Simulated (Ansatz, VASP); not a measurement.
One calculation of C, two programs

File INCAR:

```
PREC = Accurate ; ENCUT = 520
EDIFF = 1E-7 ; ISMEAR = 0
SIGMA = 0.05 ; LREAL = F
LASPH = T ; NELM = 80
ALGO = Normal ; ISIF = 2
LWAVE = F ; LCHARG = F
GGA = PE ; NBANDS = 26
```

The input KPOINTS:

```
Automatic mesh
0
Gamma
  12 12 4
```

File POSCAR:

```
C
1.0
    2.6439194161      0.0000000000      0.0000000000
   -1.3219597080      2.2897013799      0.0000000000
    0.0000000000      0.0000000000      8.3045881819
C
8
Direct
    0.0000000000      0.0000000000      0.0929681641
    0.0000000000      0.0000000000      0.5929681641
    0.0000000000      0.0000000000      0.4070318359
    0.0000000000      0.0000000000      0.9070318359
    0.3333333333      0.6666666667      0.1555285626
    0.6666666667      0.3333333333      0.6555285626
    0.3333333333      0.6666666667      0.3444714374
    0.6666666667      0.3333333333      0.8444714374
```

Input for Ansatz:

```yaml
crystal:
  lattice:
    - [2.6439194161, 0.0, 0.0]
    - [-1.321959708, 2.2897013799, 0.0]
    - [0.0, 0.0, 8.3045881819]
  atoms:
    - { symbol: C, position: [0.0, 0.0, 0.0929681641] }
    - { symbol: C, position: [0.0, 0.0, 0.5929681641] }
    - { symbol: C, position: [0.0, 0.0, 0.4070318359] }
    - { symbol: C, position: [0.0, 0.0, 0.9070318359] }
    - { symbol: C, position: [0.3333333333, 0.6666666667, 0.1555285626] }
    - { symbol: C, position: [0.6666666667, 0.3333333333, 0.6555285626] }
    - { symbol: C, position: [0.3333333333, 0.6666666667, 0.3444714374] }
    - { symbol: C, position: [0.6666666667, 0.3333333333, 0.8444714374] }
basis:
  ecutwfc: 420
kpoints:
  mp_grid: { grid: [12, 12, 4] }
hamiltonian:
  xc: pbe
scf:
  occupations: { method: gaussian, width: 0.05 }
output:
  forces: true
  stress: true
  eigenvalues: true
  write_density: true
  write_potential: true
  elf: true
  volumetric_format: npy
```

Change from the starting cell: strain +0.050 along x and y, +0.000 along z, atoms carried along.

Alike in both runs: task single point; functional PBE; k mesh 12 × 12 × 4; occupations gaussian, width 0.05 eV; no spin polarisation.

|  | VASP | Ansatz |
| --- | --- | --- |
| version | VASP 6.6.1 | Ansatz 0.2.0 |
| potentials or method | VASP PAW PBE potentials, release 64 (C) | scalar-relativistic, plane waves, PAW |
| plane-wave cutoff (eV) | 520 | 420 |
| valence electrons in the cell | 32 | 32 |

VASP gave:

- gap on the k mesh at the Fermi level (eV): 3.72
- least direct gap on the mesh (eV): 4.53
- pressure (GPa): -33.6
- largest component of the traceless stress (GPa): 31.58
- rms of the force components (eV/Å): 0.037

**Question.** What did Ansatz give for the same quantities?

**Answer.** gap on the k mesh at the Fermi level (eV): 3.73; least direct gap on the mesh (eV): 4.54; pressure (GPa): -34.0; largest component of the traceless stress (GPa): 31.45; rms of the force components (eV/Å): 0.037.

Atom by atom the forces differ by 0.006 eV/Å (rms over components).

Caveats: the cell as given lies far from equilibrium; so large a pressure means that the cell lies far from this level's equilibrium, or that cutoff or potentials fall short (VASP).
